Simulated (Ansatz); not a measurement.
Runs of Ansatz 0.2.0 on I. It takes space group Fmmm (No. 69, orthorhombic). The conventional cell has a = 4.384 Å, b = 4.731 Å, c = 7.820 Å, α = 90.00°, β = 90.00°, γ = 90.00°. Around I (site symmetry mmm) lie 4 I at 3.23 Å. 

| task | level | cell | k mesh | cutoff (eV) | points for each segment of the path | mesh quality | gap on the mesh (eV) | pressure (GPa) | relaxed volume (Å³/atom) |
| --- | --- | --- | --- | --- | --- | --- | --- | --- | --- |
| relaxation of cell and atoms | HSEsol | relaxed | 5 × 5 × 5 | 420 | - | coarse | none | 0.0 | 37.79 |
| relaxation of cell and atoms | B3LYP | relaxed | 5 × 5 × 5 | 420 | - | coarse | none | 0.0 | 62.86 |
| band structure | r2SCAN | as given | 9 × 9 × 9 | 500 | 14 | not flagged | none | 0.0 | - |
| relaxation of cell and atoms | BLYP+D3(BJ) | relaxed | 9 × 9 × 9 | 420 | - | not flagged | - | 0.0 | (a) |
| band structure | revPBE | as given | 9 × 9 × 9 | 420 | 14 | not flagged | none | 1.5 | - |

Alike in all rows: potentials or basis Ansatz PAW; no spin polarisation; smearing fermi-dirac 0.05 eV.

**Question.** Estimate the missing entries.

**Answer.** (a) 37.52.

Caveats: some runs use coarse meshes; the PAW data sets come from PBE, with cores solved anew for the run's functional, which leaves a small shift of forces and pressure; an odd number of electrons without spin polarisation forces a metal (some runs); a magnetic or distorted state may lie lower (some runs); the plane-wave basis is chosen anew once the cell has moved, so the energies of steps on either side of that aren't comparable (some runs); spin-orbit coupling is left out, which moves the levels of the heavy elements (some runs); the volume moved by over 15 % at a fixed basis, so the end points are rough (some runs).

A k mesh can miss the band edges, and the runs leave out spin-orbit coupling on I.

A gap of «none» marks a metal or a gap under the smearing width.

Runs at the PBE level aren't shown here.
